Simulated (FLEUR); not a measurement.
# MgS (Niningerite) (Fm-3m) in FLEUR: settings compared

The runs below take MgS (Niningerite) through single point, with LDA, PW91.

All numbers are computed with FLEUR MaX-R8.1 (later development tree); they aren't measurements. Logs are shortened: lines on timing, memory, paths and dates and some standing lists are left out, and cuts for length are marked.

**1. The structure**

Symmetry: Fm-3m, No. 225, cubic system. Conventional cell: a = 5.203 Å, b = 5.203 Å, c = 5.203 Å, α = 90.00°, β = 90.00°, γ = 90.00°. S (site symmetry m-3m) is surrounded by 6 Mg at 2.60 Å. Mg (site symmetry m-3m) has 6 S at 2.60 Å as nearest neighbours.

**2. Single point, LDA, collinear spin, random start (cell strained at random)**

Input file inp.xml:

```xml
<?xml version="1.0" encoding="UTF-8" standalone="no"?>
<fleurInput fleurInputVersion="0.39">
   <comment>
      MgS                                                                                                 
   </comment>
   <calculationSetup>
      <cutoffs Kmax="3.8" Gmax="11.8" GmaxXC="11.8" numbands="0"/>
      <scfLoop itmax="60" minDistance="0.001" maxIterBroyd="15" imix="Anderson" alpha="0.05" precondParam="0.0" spinf="2.0" sdNocoIR="T"/>
      <coreElectrons ctail="T" frcor="F" kcrel="0" coretail_lmax="0"/>
      <xcFunctional name="vwn" relativisticCorrections="F"/>
      <magnetism jspins="2"/>
      <soc l_soc="F" theta="0.0" phi="0.0" spav="F"/>
      <expertModes spex="0" secvar="F"/>
      <geometryOptimization l_f="F" forcealpha="1.0" forcemix="BFGS" epsdisp="0.00001" epsforce="0.00001"/>
      <ldaU l_linMix="F" mixParam="0.05" spinf="1.0"/>
   </calculationSetup>
   <cell>
      <bzIntegration valenceElectrons="16.0" mode="hist" fermiSmearingEnergy="0.00073499">
         <kPointListSelection listName="default-1"/>
         <!-- k-points included here -->
         <xi:include xmlns:xi="http://www.w3.org/2001/XInclude" href="kpts.xml"> </xi:include>
      </bzIntegration>
      <!-- symmetry operations included here -->
      <xi:include xmlns:xi="http://www.w3.org/2001/XInclude" href="sym.xml"> </xi:include>
      <bulkLattice scale="1.0">
         <bravaisMatrix>
            <row-1>   -0.0502478176531140     4.8535536811613937     4.8895454049305247</row-1>
            <row-2>    4.8988863211644231    -0.0416306665249380     4.8809282538023497</row-2>
            <row-3>    4.9321133756132651     4.8781635844820590    -0.0748577209737798</row-3>
         </bravaisMatrix>
      </bulkLattice>
   </cell>
   <atomSpecies>
      <species name="Sulfur (S).251" element="S" atomicNumber="16">
         <mtSphere radius="2.26" gridPoints="747" logIncrement="0.016"/>
         <atomicCutoffs lmax="9" lnonsphr="7"/>
         <electronConfig flipSpins="F">
            <coreConfig>(1s1/2) (2s1/2) (2p1/2) (2p3/2)</coreConfig>
            <valenceConfig>(3s1/2) (3p1/2) (3p3/2)</valenceConfig>
            <stateOccupation state="(3p1/2)" spinUp="0.6666666666667" spinDown="0.6666666666667"/>
            <stateOccupation state="(3p3/2)" spinUp="1.4588333333333" spinDown="1.2078333333333"/>
         </electronConfig>
         <energyParameters s="3" p="3" d="3" f="4"/>
         <lo type="SCLO" l="0" n="3" eDeriv="2"/>
         <lo type="SCLO" l="1" n="3" eDeriv="2"/>
         <lo type="SCLO" l="2" n="3" eDeriv="2"/>
         <lo type="SCLO" l="3" n="4" eDeriv="2"/>
      </species>
      <species name="Magnesium (Mg)" element="Mg" atomicNumber="12">
         <mtSphere radius="2.26" gridPoints="747" logIncrement="0.015"/>
         <atomicCutoffs lmax="9" lnonsphr="7"/>
         <electronConfig flipSpins="F">
            <coreConfig>(1s1/2)</coreConfig>
            <valenceConfig>(2s1/2) (2p1/2) (2p3/2) (3s1/2)</valenceConfig>
         </electronConfig>
         <energyParameters s="3" p="2" d="3" f="4"/>
         <lo type="SCLO" l="0" n="2" eDeriv="0"/>
         <lo type="HELO" l="1" n="3" eDeriv="0"/>
         <lo type="HELO" l="1" n="3" eDeriv="1"/>
         <lo type="SCLO" l="2" n="3" eDeriv="2"/>
         <lo type="SCLO" l="3" n="4" eDeriv="2"/>
      </species>
   </atomSpecies>
   <atomGroups>
      <atomGroup species="Sulfur (S).251">
         <relPos label="                   1">1.000/2.000 1.000/2.000 1.000/2.000</relPos>
         <force calculate="T" relaxXYZ="TTT"/>
      </atomGroup>
      <atomGroup species="Magnesium (Mg)">
         <relPos label="                   2">.0000000000 .0000000000 .0000000000</relPos>
         <force calculate="T" relaxXYZ="TTT"/>
      </atomGroup>
   </atomGroups>
   <output dos="F" band="F" slice="F">
      <checks vchk="F" cdinf="F"/>
      <bandDOS minEnergy="-.5*Htr" maxEnergy="0.5*Htr" sigma="0.015" storeEVData="T"/>
      <vacuumDOS vacdos="F" integ="F" star="F" nstars="0" locx1="0.0" locy1="0.0" locx2="0.0" locy2="0.0" nstm="0" tworkf="0.0"/>
      <unfoldingBand unfoldBand="F" supercellX="1" supercellY="1" supercellZ="1"/>
      <plotting iplot="0" polar="F">
         <plot TwoD="T" vec1="  1.0  0.0  0.0" vec2="  0.0  1.0  0.0" vec3="  0.0  0.0  1.0" zero="  0.0  0.0  0.0" file="plot"/>
      </plotting>
      <chargeDensitySlicing numkpt="0" minEigenval="0.0" maxEigenval="0.0" nnne="0" pallst="F"/>
      <specialOutput eonly="F"/>
      <moessbauerParams electricFieldGradient="T" isomerShift="T" coreHyperfine="T" valenceHyperfine="T"/>
      <magneticCircularDichroism mcd="F" energyLo="-10.0" energyUp="0.0"/>
   </output>
  <!-- We include the file relax.xml here to enable relaxations (see documentation) -->
  <xi:include xmlns:xi="http://www.w3.org/2001/XInclude" href="relax.xml"> <xi:fallback/> </xi:include>
</fleurInput>
```

Input file crystal.txt:

```
MgS
&input cartesian=F /
-0.0265900000  2.5683900000  2.5874360000
2.5923790000  -0.0220300000  2.5828760000
2.6099620000  2.5814130000  -0.0396130000
1.8897261246
1.0 1.0 1.0

2
16 0.5000000000  0.5000000000  0.5000000000 : 0.251
12 0.0000000000  0.0000000000  0.0000000000

&kpt div1=6 div2=6 div3=6 gamma=T /
```

Potentials or basis: all-electron, FLAPW.

Started as:

```bash
> inpgen -f crystal.txt -profile fastHighL
> # inp.xml edited to the form shown
> fleur_MPI
```

The program printed:

```text
Welcome to FLEUR        (www.flapw.de)
      MaX-Release 8.1          (www.max-centre.eu)

 ========== k-point set info ==========
 Selected k-point list: default-1
 k-point list type: mesh
 6 x 6 x 6
 Number of k points: 112

 ------------Calculation Setup---------------------------
 Number of MPI-tasks      :            1
 Number of PE/node        :            1
 Number of OMP-threads    :            1
 Most efficient MPI parallelization for:
           1           2           4           7           8          14          16          28          56         112
 Additional eigenvalue parallelization possible
 Number of basis functions:          298
 Approximate size of matrices (H+S) per k-point:         0.001 GB
 --------------------------------------------------------
 Iteration:     1   Distance:       7.64892385 me/bohr^3
 Iteration:     2   Distance:       6.89066357 me/bohr^3
 Iteration:     3   Distance:       2.80182789 me/bohr^3
 Iteration:     4   Distance:       0.85193787 me/bohr^3
 Iteration:     5   Distance:       0.49739077 me/bohr^3
 Iteration:     6   Distance:       0.08026710 me/bohr^3
 Iteration:     7   Distance:       0.04954587 me/bohr^3
 Iteration:     8   Distance:       0.00550019 me/bohr^3
 Iteration:     9   Distance:       0.00425927 me/bohr^3
 Iteration:    10   Distance:       0.00381657 me/bohr^3
 Iteration:    11   Distance:       0.00022963 me/bohr^3

 ********************************************************************
 Run finished successfully
 Stop message:
   all done
 ********************************************************************
```

out.xml (last iteration):

```text
<iteration numberForCurrentRun="   11" overallNumber="   11">
         <energyParameters units="Htr">
            <atomicEP atomType="1" spin="1" branch="3s" branchLowest="-7.29" branchHighest="0.26" value="-0.2652929078"/>
            <atomicEP atomType="1" spin="1" branch="3p" branchLowest="-5.30" branchHighest="0.80" value="0.0566875232"/>
            <atomicEP atomType="1" spin="1" branch="3d" branchLowest="-9.99" branchHighest="1.51" value="0.3398877032"/>
            <atomicEP atomType="1" spin="1" branch="4f" branchLowest="-9.99" branchHighest="3.61" value="0.5150598991"/>
            <loAtomicEP atomType="1" spin="1" branch="3s" branchLowest="-7.29" branchHighest="0.26" value="-0.2652929078"/>
            <loAtomicEP atomType="1" spin="1" branch="3p" branchLowest="-5.30" branchHighest="0.80" value="0.0560108707"/>
            <loAtomicEP atomType="1" spin="1" branch="3d" branchLowest="-9.99" branchHighest="1.51" value="0.3398843645"/>
            <loAtomicEP atomType="1" spin="1" branch="4f" branchLowest="-9.99" branchHighest="3.61" value="0.5150632956"/>
            <atomicEP atomType="2" spin="1" branch="3s" branchLowest="-2.55" branchHighest="1.64" value="0.1090301340"/>
            <atomicEP atomType="2" spin="1" branch="2p" branchLowest="-9.99" branchHighest="-1.35" value="-1.3594167418"/>
            <atomicEP atomType="2" spin="1" branch="3d" branchLowest="-9.99" branchHighest="2.14" value="0.3996824536"/>
            <atomicEP atomType="2" spin="1" branch="4f" branchLowest="-9.99" branchHighest="3.99" value="0.5652162207"/>
            <loAtomicEP atomType="2" spin="1" branch="2s" branchLowest="-45.71" branchHighest="-2.55" value="-2.5601827303"/>
            <heloAtomicEP atomType="2" spin="1" branch="3p" branchLowest="1.22" branchHighest="1.22" value="1.2249430066"/>
            <heloAtomicEP atomType="2" spin="1" branch="3p" branchLowest="1.22" branchHighest="1.22" value="1.2249430066"/>
            <loAtomicEP atomType="2" spin="1" branch="3d" branchLowest="-9.99" branchHighest="2.14" value="0.3996826192"/>
            <loAtomicEP atomType="2" spin="1" branch="4f" branchLowest="-9.99" branchHighest="3.99" value="0.5652194910"/>
            <atomicEP atomType="1" spin="2" branch="3s" branchLowest="-7.29" branchHighest="0.26" value="-0.2652928670"/>
            <atomicEP atomType="1" spin="2" branch="3p" branchLowest="-5.30" branchHighest="0.80" value="0.0566874325"/>
            <atomicEP atomType="1" spin="2" branch="3d" branchLowest="-9.99" branchHighest="1.51" value="0.3398874718"/>
            <atomicEP atomType="1" spin="2" branch="4f" branchLowest="-9.99" branchHighest="3.61" value="0.5150596493"/>
            <loAtomicEP atomType="1" spin="2" branch="3s" branchLowest="-7.29" branchHighest="0.26" value="-0.2652928670"/>
            <loAtomicEP atomType="1" spin="2" branch="3p" branchLowest="-5.30" branchHighest="0.80" value="0.0560107807"/>
            <loAtomicEP atomType="1" spin="2" branch="3d" branchLowest="-9.99" branchHighest="1.51" value="0.3398841331"/>
            <loAtomicEP atomType="1" spin="2" branch="4f" branchLowest="-9.99" branchHighest="3.61" value="0.5150630457"/>
            <atomicEP atomType="2" spin="2" branch="3s" branchLowest="-2.55" branchHighest="1.64" value="0.1090299229"/>
            <atomicEP atomType="2" spin="2" branch="2p" branchLowest="-9.99" branchHighest="-1.35" value="-1.3594166518"/>
            <atomicEP atomType="2" spin="2" branch="3d" branchLowest="-9.99" branchHighest="2.14" value="0.3996822239"/>
            <atomicEP atomType="2" spin="2" branch="4f" branchLowest="-9.99" branchHighest="3.99" value="0.5652159884"/>
            <loAtomicEP atomType="2" spin="2" branch="2s" branchLowest="-45.71" branchHighest="-2.55" value="-2.5601826489"/>
            <heloAtomicEP atomType="2" spin="2" branch="3p" branchLowest="1.22" branchHighest="1.22" value="1.2249429063"/>
            <heloAtomicEP atomType="2" spin="2" branch="3p" branchLowest="1.22" branchHighest="1.22" value="1.2249429063"/>
            <loAtomicEP atomType="2" spin="2" branch="3d" branchLowest="-9.99" branchHighest="2.14" value="0.3996823895"/>
            <loAtomicEP atomType="2" spin="2" branch="4f" branchLowest="-9.99" branchHighest="3.99" value="0.5652192588"/>
         </energyParameters>
         <eigenvalues>
            <eigenvaluesAt spin="1" ikpt="1" k_x="0.00000000" k_y="0.00000000" k_z="0.00000000">
                      -2.5601877259       -1.3629038364       -1.3627929178       -1.3627294440       -0.3048827652
                       0.1567283253        0.1592796816        0.1641152158        0.2877066633        0.4400340255
                       0.4463253833        0.4542869828        0.5316284281
            </eigenvaluesAt>
[... 52 lines left out ...]
            <spinDependentCharge spin="2" total="14.0000000" interstitial="1.3358480" mtSpheres="12.6641520"/>
            <totalCharge value="27.9999999930"/>
         </allElectronCharges>
         <magneticMomentsInMTSpheres units="muBohr">
            <globalMagMoment atomType="1" vec="0.00000   0.00000   0.00000"/>
            <localMagMoment atomType="1" vec="0.00000   0.00000   0.00000"/>
            <globalMagMoment atomType="2" vec="0.00000   0.00000   0.00000"/>
            <localMagMoment atomType="2" vec="0.00000   0.00000   0.00000"/>
         </magneticMomentsInMTSpheres>
         <orbitalMomentsInMTSpheres units="muBohr">
            <globalMagMoment atomType="1" vec="0.00000   0.00000   0.00000"/>
            <localMagMoment atomType="1" vec="0.00000   0.00000   0.00000"/>
            <globalMagMoment atomType="2" vec="0.00000   0.00000   0.00000"/>
            <localMagMoment atomType="2" vec="0.00000   0.00000   0.00000"/>
         </orbitalMomentsInMTSpheres>
         <moessbauerParams unitsHFF="kG" unitsIS="e/bohr^3" unitsEFG="Htr/bohr^2">
            <coreIsomerShift atomType="1" isTotal="2907.47309">
               <shell n="1" l="0" isomerShift="2701.26451"/>
               <shell n="2" l="0" isomerShift="205.84963"/>
               <shell n="2" l="1" isomerShift="0.35895"/>
            </coreIsomerShift>
            <coreIsomerShift atomType="2" isTotal="1077.32745">
               <shell n="1" l="0" isomerShift="1077.32745"/>
            </coreIsomerShift>
            <isomerShift atomType="1" nucleusRadius="0.0000750" averageDensity="2926.23845"/>
            <isomerShift atomType="2" nucleusRadius="0.0000684" averageDensity="1148.08098"/>
            <electricFieldGradient atomType="1" VXX="0.00808" VYY="0.06138" VZZ="-0.06946" asymParam="0.76738">
            </electricFieldGradient>
            <electricFieldGradient atomType="2" VXX="0.00209" VYY="0.01462" VZZ="-0.01671" asymParam="0.74978">
            </electricFieldGradient>
         </moessbauerParams>
         <totalEnergy                                    value="     -597.6465653344" units="Htr">
            <sumOfEigenvalues                            value="     -326.3654141009">
               <coreElectrons value="-313.0283268787"/>
               <valenceElectrons value="-13.3370872222"/>
            </sumOfEigenvalues>
            <densityCoulombPotentialIntegral value="-872.3604556474"/>
            <densityEffectivePotentialIntegral value="-925.3419602699"/>
            <chargeDenXCDenIntegral value="-40.1022409337"/>
            <FockExchangeEnergyValence value="0.0000000000"/>
            <FockExchangeEnergyCore value="0.0000000000"/>
            <atomTypeDependentContributions atomType="1">
               <electronNucleiInteractionDifferentMTs value="472.7608895233"/>
               <MadelungTerm value="-5.8975219739"/>
            </atomTypeDependentContributions>
            <atomTypeDependentContributions atomType="2">
               <electronNucleiInteractionDifferentMTs value="236.9118075557"/>
               <MadelungTerm value="-4.7704236932"/>
            </atomTypeDependentContributions>
            <tkbTimesEntropy value="0.0000000000"/>
            <freeEnergy value="-597.6465653344"/>
            <extrapolationTo0K value="-597.6465653344"/>
         </totalEnergy>
         <densityConvergence units="me/bohr^3">
            <chargeDensity spin="1" distance="0.0001231509"/>
            <chargeDensity spin="2" distance="0.0001254841"/>
            <overallChargeDensity distance="0.0002296269"/>
            <spinDensity distance="0.0000953745"/>
         </densityConvergence>
      </iteration>
```

Wall time 50 s (1 thread of Intel Xeon Platinum 8559C (Emerald Rapids), shared host); peak memory 0.13 GiB.

The run converged, but some of its settings lie outside the range that counts as converged (typed here: minDistance = 0.001), so its numbers aren't taken as properties of the crystal.

What came out:

- Free energy: -16262.7915 eV
- Band gap on the k mesh: 2.41 eV, indirect (least direct gap 3.36 eV)
- Net moment: 0.00 μB per cell
- Valence electrons inside the program's atomic spheres: S 4.80; Mg 8.53 (radii S 2.26, Mg 2.26 bohr)

**3. Single point, PW91, collinear spin, ferromagnetic start**

inp.xml: that of step 2 with these lines changed.

```diff
@@ -6,6 +6,6 @@
    <calculationSetup>
-      <cutoffs Kmax="3.8" Gmax="11.8" GmaxXC="11.8" numbands="0"/>
-      <scfLoop itmax="60" minDistance="0.001" maxIterBroyd="15" imix="Anderson" alpha="0.05" precondParam="0.0" spinf="2.0" sdNocoIR="T"/>
+      <cutoffs Kmax="4.6" Gmax="14.3" GmaxXC="14.3" numbands="0"/>
+      <scfLoop itmax="80" minDistance="0.00001" maxIterBroyd="15" imix="Anderson" alpha="0.05" precondParam="0.0" spinf="2.0" sdNocoIR="T"/>
       <coreElectrons ctail="T" frcor="F" kcrel="0" coretail_lmax="0"/>
-      <xcFunctional name="vwn" relativisticCorrections="F"/>
+      <xcFunctional name="pw91" relativisticCorrections="F"/>
       <magnetism jspins="2"/>
@@ -17,3 +17,3 @@
    <cell>
-      <bzIntegration valenceElectrons="16.0" mode="hist" fermiSmearingEnergy="0.00073499">
+      <bzIntegration valenceElectrons="16.0" mode="hist" fermiSmearingEnergy="0.00734986">
          <kPointListSelection listName="default-1"/>
@@ -26,5 +26,5 @@
          <bravaisMatrix>
-            <row-1>   -0.0502478176531140     4.8535536811613937     4.8895454049305247</row-1>
-            <row-2>    4.8988863211644231    -0.0416306665249380     4.8809282538023497</row-2>
-            <row-3>    4.9321133756132651     4.8781635844820590    -0.0748577209737798</row-3>
+            <row-1>    0.0000000000000000     4.9164059720655890     4.9164059720655890</row-1>
+            <row-2>    4.9164059720655890     0.0000000000000000     4.9164059720655890</row-2>
+            <row-3>    4.9164059720655890     4.9164059720655890     0.0000000000000000</row-3>
          </bravaisMatrix>
@@ -33,4 +33,4 @@
    <atomSpecies>
-      <species name="Sulfur (S).251" element="S" atomicNumber="16">
-         <mtSphere radius="2.26" gridPoints="747" logIncrement="0.016"/>
+      <species name="Sulfur (S).501" element="S" atomicNumber="16">
+         <mtSphere radius="2.28" gridPoints="753" logIncrement="0.016"/>
          <atomicCutoffs lmax="9" lnonsphr="7"/>
@@ -40,3 +40,3 @@
             <stateOccupation state="(3p1/2)" spinUp="0.6666666666667" spinDown="0.6666666666667"/>
-            <stateOccupation state="(3p3/2)" spinUp="1.4588333333333" spinDown="1.2078333333333"/>
+            <stateOccupation state="(3p3/2)" spinUp="1.5838333333333" spinDown="1.0828333333333"/>
          </electronConfig>
@@ -49,3 +49,3 @@
       <species name="Magnesium (Mg)" element="Mg" atomicNumber="12">
-         <mtSphere radius="2.26" gridPoints="747" logIncrement="0.015"/>
+         <mtSphere radius="2.28" gridPoints="753" logIncrement="0.015"/>
          <atomicCutoffs lmax="9" lnonsphr="7"/>
@@ -64,3 +64,3 @@
    <atomGroups>
-      <atomGroup species="Sulfur (S).251">
+      <atomGroup species="Sulfur (S).501">
          <relPos label="                   1">1.000/2.000 1.000/2.000 1.000/2.000</relPos>
```

Input file crystal.txt:

```
MgS
&input cartesian=F /
0.0000000000  2.6016500000  2.6016500000
2.6016500000  0.0000000000  2.6016500000
2.6016500000  2.6016500000  0.0000000000
1.8897261246
1.0 1.0 1.0

2
16 0.5000000000  0.5000000000  0.5000000000 : 0.501
12 0.0000000000  0.0000000000  0.0000000000

&kpt div1=11 div2=11 div3=11 gamma=T /
```

Potentials or basis: all-electron, FLAPW.

Started as:

```bash
> inpgen -f crystal.txt -profile fastHighL
> # inp.xml edited to the form shown
> fleur_MPI
```

Wall time 70 s (1 thread of Intel Xeon Platinum 8559C (Emerald Rapids), shared host); peak memory 0.08 GiB.

The run converged. Its results:

* Free energy: -16324.2953 eV
* Band gap on the k mesh: 2.89 eV, indirect (least direct gap 3.73 eV)
* Net moment: 0.00 μB per cell
* Valence electrons inside the program's atomic spheres: S 4.89; Mg 8.53 (radii S 2.28, Mg 2.28 bohr)

Levels at points of the mesh, in eV from the valence-band top:
Spin up:
| k point | band 6 | band 7 | band 8 | band 9 | band 10 | band 11 |
| --- | --- | --- | --- | --- | --- | --- |
| (0.00, 0.00, 0.00) | 0.00 | 0.00 | 0.00 | 3.73 | 7.93 | 7.93 |
Spin down:
```
           k point  band 6  band 7  band 8  band 9  band 10  band 11
(0.00, 0.00, 0.00)    0.00    0.00    0.00    3.73     7.93     7.93
```

Core levels (eV from the Fermi level):
```
atom                                                   levels
 1 S  1s1/2 -2400.0, 2s1/2 -205.4, 2p1/2 -151.1, 2p3/2 -149.8
2 Mg                                            1s1/2 -1256.7
```

Caveat: an odd mesh through Γ misses points on the zone boundary, where band edges often lie. As with any semilocal functional, this PW91 gap is likely too small.
